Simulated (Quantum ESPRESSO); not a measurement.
# MnO: phonons with LDA

MnO:

```
Mn O
1.0
     0.00000    2.22200    2.22200
     2.22200    0.00000    2.22200
     2.22200    2.22200    0.00000
Mn O
1 1
Cartesian
  0.0000 0.0000 0.0000
  2.2220 2.2220 2.2220
```

- Program: Quantum ESPRESSO 7.5
- Task: phonons
- Functional: LDA
- Potentials or basis: PseudoDojo 0.4.1 SR LDA standard
- Cutoff: 1306 eV
- Density cutoff: 5225 eV
- k mesh: 4 × 4 × 4, shifted
- Occupations: fermi-dirac, width 0.05 eV
- Spin: collinear spin, ferromagnetic start
- Starting moments: [4.0, 0.0] μB
- Target pressure: 10 GPa
- Form of the LDA correlation: PW92
- Mixing beta: 0.3
- Most SCF iterations: 120
- SCF threshold: 4e-10 Ry

- Relaxed volume: 8.77 Å³/atom
- Relaxed cell: a = 2.916 Å, b = 2.916 Å, c = 2.916 Å, α = 60.00°, β = 60.00°, γ = 60.00°
- Space group after relaxing (to 0.05 Å): Fm-3m (No. 225)
- Pressure after relaxing: 10.0 GPa
- Band gap on the k mesh: none (metal or under the smearing width)
- Net moment: 3.74 μB per cell
- Absolute moment: 3.74 μB per cell
- Site moments: Mn +3.10; O +0.15 μB
- Valence electrons inside the program's atomic spheres: Mn 12.60; O 5.90
- Highest phonon frequency at Γ: 478 cm⁻¹

Step by step:
```tsv
step	energy change (eV)	largest force (eV/Å)	pressure (GPa)	volume (Å³)
1	0.0000	0.0000	-15.96	21.94
2	-0.1677	0.0000	-9.34	19.16
3	0.1595	0.0000	44.64	15.45
4	-0.1793	0.0000	9.74	17.55
5	-0.1780	0.0000	10.05	17.53
6	-0.1782	0.0000	10.00	17.53
```

Final structure:
```yaml
crystal:
  lattice:
    - [0.00000, 2.06200, 2.06200]
    - [2.06200, 0.00000, 2.06200]
    - [2.06200, 2.06200, 0.00000]
  atoms:
    - { symbol: Mn, position: [0.00000, 0.00000, 0.00000] }
    - { symbol: O, position: [0.50000, 0.50000, 0.50000] }
```

Levels at points of the mesh, in eV from the Fermi level:
Spin up:
| k point | band 9 | band 10 | band 11 | band 12 | band 13 | band 14 | band 15 | band 16 |
| --- | --- | --- | --- | --- | --- | --- | --- | --- |
| (0.12, 0.12, 0.12) | -3.03 | -3.03 | -2.89 | -1.76 | -1.76 | 1.90 | 13.59 | 17.87 |
Spin down:
| k point | band 4 | band 5 | band 6 | band 7 | band 8 | band 9 | band 10 | band 11 | band 12 | band 13 |
| --- | --- | --- | --- | --- | --- | --- | --- | --- | --- | --- |
| (0.12, 0.12, 0.12) | -46.07 | -21.47 | -5.56 | -5.00 | -5.00 | -0.15 | -0.09 | -0.09 | 1.06 | 1.06 |

Phonon frequencies in cm⁻¹ (negative: imaginary):
```tsv
q point	frequencies
(0.000, 0.000, 0.000)	3 3 3 478 478 478
```

Optical modes at Γ, degenerate ones joined:
```csv
cm⁻¹,components,symmetry,active in
478,3,T1u,IR
```

Wall time 5.7 min on 1 thread of Intel(R) Xeon(R) Platinum 8259CL CPU @ 2.50GHz (Skylake/Cascade Lake), on a shared host, peak memory 0.09 GiB.

Caveat: the k mesh is coarse (spacing up to 0.61 Å⁻¹), so the values aren't converged; the mesh is thin for the phonons of a metal; the volume moved by over 15 % at a fixed basis, so the end points are rough; the cell is more than 3 GPa from zero pressure, which shifts response properties; a cell with one magnetic atom can't hold antiferromagnetic order, which such compounds often take; semilocal functionals often make such compounds metallic where correlation or magnetic order opens a gap, which also shifts bond lengths. With open d or f shells a metallic result of LDA can be an artefact of self-interaction; +U or a hybrid may open a gap.
